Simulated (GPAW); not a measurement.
# BeTe (F-43m) in GPAW: a series of runs, part 2 of 2

GPAW 26.7.0.

## Step 5: Relaxation of cell and atoms, LDA

Input file run.py:

```python
from ase.filters import FrechetCellFilter
from ase.io import read, write
from ase.optimize import FIRE
from gpaw import GPAW, PW

atoms = read('POSCAR')

calc = GPAW(mode=PW(800),
            xc='LDA',
            kpts={'size': (8, 8, 8), 'gamma': True},
            occupations={'name': 'fermi-dirac', 'width': 0.05},
            nbands=11,
            convergence={'density': 1e-05, 'forces': 0.0001},
            maxiter=150,
            txt='gpaw.txt')
atoms.calc = calc
opt = FIRE(FrechetCellFilter(atoms), trajectory='relax.traj', logfile='-')
done = opt.run(fmax=0.01, steps=100)
calc.write('gs.gpw')
write('result.traj', atoms)
print('Converged:', done)
print('Cell:', atoms.cell.cellpar().round(4))
print('Volume:', round(atoms.get_volume(), 4))
print(atoms.get_scaled_positions().round(5))
```

Input file POSCAR:

```
BeTe
1.0
    0.0000000000      2.7700000000      2.7700000000
    2.7700000000      0.0000000000      2.7700000000
    2.7700000000      2.7700000000      0.0000000000
Te Be
1 1
Direct
    0.7500000000      0.7500000000      0.7500000000
    0.0000000000      0.0000000000      0.0000000000
```

Potentials or basis: the program's PAW data sets (release 1.2.1) made for this functional, pw.

Command:

```sh
OMP_NUM_THREADS=1 python run.py
```

gpaw.txt:

```text
__  _  _
 | _ |_)|_||  |
 |__||  | ||/\| - 26.7.0

Input parameters:
  mode=PW(ecut=800.0),
  convergence={'density': 1e-05, 'forces': 0.0001},
  kpts=MonkhorstPack(size=(8, 8, 8), gamma=True),
  maxiter=150,
  nbands=11,
  occupations=Occupations(name='fermi-dirac', width=0.05),
  xc=XC(name='LDA')

Diagonalizing LCAO Hamiltonian
Converting LCAO to pw mode

                    Te

       Be

Atoms  # Å, Bohr magnetons
|   | symbol |        x |        y |        z |    initial magnetic moments |
|---|--------|----------|----------|----------|-----------------------------|
| 0 |     Te | 4.155000 | 4.155000 | 4.155000 | ( 0.0000,  0.0000,  0.0000) |
| 1 |     Be | 0.000000 | 0.000000 | 0.000000 | ( 0.0000,  0.0000,  0.0000) |

Unit cell  # Å
| periodic |        x |        y |        z |  lengths |    angles |
|----------|----------|----------|----------|----------|-----------|
|      yes | 0.000000 | 2.770000 | 2.770000 | 3.917372 | 60.000000 |
|      yes | 2.770000 | 0.000000 | 2.770000 | 3.917372 | 60.000000 |
|      yes | 2.770000 | 2.770000 | 0.000000 | 3.917372 | 60.000000 |

Number of symmetries: 24
Symmetry operations  # r_c * U_cc + t_c -> r_c
|    | kind |            matrix            |
|----|------|------------------------------|
|  0 |  E   |  1, 0, 0,  0, 1, 0,  0, 0, 1 |
[... 734 lines left out ...]
|  4 |  C3  |  1,-1, 0,  0,-1, 1,  0,-1, 0 |
|  5 |  σ   |  1,-1, 0,  0,-1, 0,  0,-1, 1 |
|  6 |  σ   |  0, 1, 0,  1, 0, 0,  0, 0, 1 |
|  7 |  C3  |  0, 1, 0,  0, 0, 1,  1, 0, 0 |
|  8 |  C2  |  0, 1,-1,  1, 0,-1,  0, 0,-1 |
[... 198 lines left out ...]
Stress tensor  # eV/Ang^3
|         x |         y |         z |
|-----------|-----------|-----------|
| -0.001046 | -0.000000 | -0.000000 |
| -0.000000 | -0.001046 |  0.000000 |
| -0.000000 |  0.000000 | -0.001046 |

Forces  # eV/Ang
|       x |        y |       z |
|---------|----------|---------|
| 0.00000 |  0.00000 | 0.00000 |  # Te   0
| 0.00000 | -0.00000 | 0.00000 |  # Be   1

Interpolating wave functions to new cell

                    Te

       Be

Atoms  # Å, Bohr magnetons
|   | symbol |        x |        y |        z |    initial magnetic moments |
|---|--------|----------|----------|----------|-----------------------------|
| 0 |     Te | 4.167521 | 4.167521 | 4.167521 | ( 0.0000,  0.0000,  0.0000) |
| 1 |     Be | 0.000000 | 0.000000 | 0.000000 | ( 0.0000,  0.0000,  0.0000) |

Unit cell  # Å
| periodic |         x |        y |         z |  lengths |    angles |
|----------|-----------|----------|-----------|----------|-----------|
|      yes | -0.000000 | 2.778347 |  2.778347 | 3.929177 | 60.000000 |
|      yes |  2.778347 | 0.000000 |  2.778347 | 3.929177 | 60.000000 |
|      yes |  2.778347 | 2.778347 | -0.000000 | 3.929177 | 60.000000 |

Number of symmetries: 24
Symmetry operations  # r_c * U_cc + t_c -> r_c
|    | kind |            matrix            |
|----|------|------------------------------|
|  0 |  E   |  1, 0, 0,  0, 1, 0,  0, 0, 1 |
|  1 |  σ   |  1, 0, 0,  0, 0, 1,  0, 1, 0 |
|  2 |  σ   |  1, 0,-1,  0, 1,-1,  0, 0,-1 |
|  3 |  C3  |  1, 0,-1,  0, 0,-1,  0, 1,-1 |
|  4 |  C3  |  1,-1, 0,  0,-1, 1,  0,-1, 0 |
|  5 |  σ   |  1,-1, 0,  0,-1, 0,  0,-1, 1 |
|  6 |  σ   |  0, 1, 0,  1, 0, 0,  0, 0, 1 |
|  7 |  C3  |  0, 1, 0,  0, 0, 1,  1, 0, 0 |
|  8 |  C2  |  0, 1,-1,  1, 0,-1,  0, 0,-1 |
[... 198 lines left out ...]
Stress tensor  # eV/Ang^3
|         x |         y |         z |
|-----------|-----------|-----------|
|  0.000196 | -0.000000 | -0.000000 |
| -0.000000 |  0.000196 | -0.000000 |
| -0.000000 | -0.000000 |  0.000196 |

Forces  # eV/Ang
|        x |        y |        z |
|----------|----------|----------|
|  0.00000 | -0.00000 | -0.00000 |  # Te   0
| -0.00000 |  0.00000 |  0.00000 |  # Be   1

# Writing to gs.gpw (mode='')
```

stdout:

```text
Step          Energy          fmax
FIRE:    0       -8.810132        0.073702
FIRE:    1       -8.810285        0.064092
FIRE:    2       -8.810514        0.046176
FIRE:    3       -8.810706        0.022363
FIRE:    4       -8.810765        0.004194
Converged: True
Cell: [ 3.9292  3.9292  3.9292 60.     60.     60.    ]
Volume: 42.8933
[[0.75 0.75 0.75]
 [0.   0.   0.  ]]
```

Wall time 96 s (1 thread of AMD EPYC, shared host); peak memory 0.19 GiB.

Results:

- Free energy: -8.8108 eV
- Relaxed volume: 21.45 Å³/atom
- Relaxed cell: a = 3.929 Å, b = 3.929 Å, c = 3.929 Å, α = 60.00°, β = 60.00°, γ = 60.00°
- Space group after relaxing (to 0.05 Å): F-43m (No. 216)
- Energy gained by relaxing: 0.3 meV/atom
- Ionic steps: 5
- Pressure after relaxing: 0.0 GPa
- Band gap on the k mesh: 1.79 eV, indirect (least direct gap 3.59 eV)

Step by step:
```
step  energy change (eV)  largest force (eV/Å)  pressure (GPa)  volume (Å³)
   1              0.0000                0.0000            0.56        42.51
   2             -0.0002                0.0000            0.48        42.55
   3             -0.0004                0.0000            0.35        42.64
   4             -0.0006                0.0000            0.17        42.76
   5             -0.0006                0.0000           -0.03        42.89
```

Final structure:
```xyz
2
Lattice="0.0000 2.7783 2.7783 2.7783 0.0000 2.7783 2.7783 2.7783 0.0000" Properties=species:S:1:pos:R:3 pbc="T T T"
Te    4.1675    4.1675    4.1675
Be    0.0000    0.0000    0.0000
```

Caveat: later steps reuse the first step's grids; spin-orbit coupling is left out, which moves the levels of the heavy elements.

## Step 6: Overview

| task | level | potentials or basis | cell | smearing | optimizer | fmax | max steps | convergence | gap on the mesh (eV) | pressure (GPa) | relaxed volume (Å³/atom) |
| --- | --- | --- | --- | --- | --- | --- | --- | --- | --- | --- | --- |
| single point | LDA | the program's PAW data sets (release 1.2.1) made for this functional, pw | as given | gaussian 0.02 eV | - | - | - | - | 1.77 | 0.6 | - |
| single point | PBE | GPAW PAW data sets (gpaw-data 1.2.1), pw | as given | gaussian 0.011 eV | - | - | - | - | 1.86 | 4.4 | - |
| relaxation of cell and atoms | PBE | GPAW PAW data sets (gpaw-data 1.2.1), pw | relaxed | fermi-dirac 0.05 eV | BFGS | 0.01 eV/Å | 40 | density=1e-05 forces=0.0001 | 2.03 | 0.0 | 22.75 |
| relaxation of cell and atoms | LDA | the program's PAW data sets (release 1.2.1) made for this functional, pw | relaxed | fermi-dirac 0.05 eV | FIRE | 0.01 eV/Å | 100 | density=1e-05 forces=0.0001 | 1.79 | 0.0 | 21.45 |

Alike in all rows: no spin polarisation; k mesh 8 × 8 × 8; cutoff (eV) 800.

Caveats: spin-orbit coupling is left out, which moves the levels of the heavy elements; later steps reuse the first step's grids (some runs).

Total energies depend on the potentials used, so only differences within one code and one set of settings carry meaning.
